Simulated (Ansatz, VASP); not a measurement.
## One calculation of P, two programs

The input INCAR:

```
SYSTEM = P
ALGO     = Normal         ! electronic algorithm
EDIFF    = 1E-6           ! SCF threshold, eV
ENCUT    = 520            ! plane-wave cutoff, eV
GGA      = PE             ! functional
ISIF     = 2              ! what is computed and relaxed
ISMEAR   = -1             ! smearing method
LASPH    = .TRUE.         ! aspherical terms in the spheres
LCHARG   = .TRUE.         ! write CHGCAR
LELF     = .TRUE.         ! ELF
LREAL    = .FALSE.        ! projectors in reciprocal space
LVHAR    = .TRUE.       
LWAVE    = .FALSE.        ! write WAVECAR
NBANDS   = 8              ! bands
NELM     = 60             ! most SCF steps
PREC     = Accurate       ! precision mode
SIGMA    = 0.1            ! smearing width, eV
```

Contents of KPOINTS:

```
k-points
0
G
  16 16 16
  0 0 0
```

File POSCAR:

```
P
1.0
   -1.5465026640      1.5465026640      1.5465026640
    1.5465026640     -1.5465026640      1.5465026640
    1.5465026640      1.5465026640     -1.5465026640
P
1
Direct
    0.0000000000      0.0000000000      0.0000000000
```

Input for Ansatz:

```yaml
crystal:
  lattice:
    - [-1.546502664, 1.546502664, 1.546502664]
    - [1.546502664, -1.546502664, 1.546502664]
    - [1.546502664, 1.546502664, -1.546502664]
  atoms:
    - { symbol: P, position: [0.0, 0.0, 0.0] }
hamiltonian:
  xc: pbe
  pseudopotentials:
    kind: paw
    azcp:
      P: "pseudopotentials/P.paw.azcp"
basis:
  ecutwfc: 420
  fft_grid_basis: typed
kpoints:
  mp_grid: { grid: [16, 16, 16], shift: [0, 0, 0] }
magnetization:
  spin_polarized: false
scf:
  occupations: { method: fermi_dirac, width: 0.1 }
  lower_state_search: "off"
output:
  stress: true
  write_density: true
  write_potential: true
  elf: true
  volumetric_format: npy
```

Alike in both runs: task single point; functional PBE; k mesh 16 × 16 × 16; occupations fermi-dirac, width 0.1 eV; no spin polarisation.

|  | VASP | Ansatz |
| --- | --- | --- |
| version | VASP 6.6.1 | Ansatz 0.2.0 |
| potentials or method | VASP PAW PBE potentials, release 64 (P) | plane waves (420 eV) with PAW, scalar-relativistic |
| plane-wave cutoff (eV) | 520 | 420 |
| valence electrons in the cell | 5 | 5 |

```tsv
	VASP	Ansatz	Ansatz less VASP
pressure (GPa)	-3.7	-3.5	+0.17
```
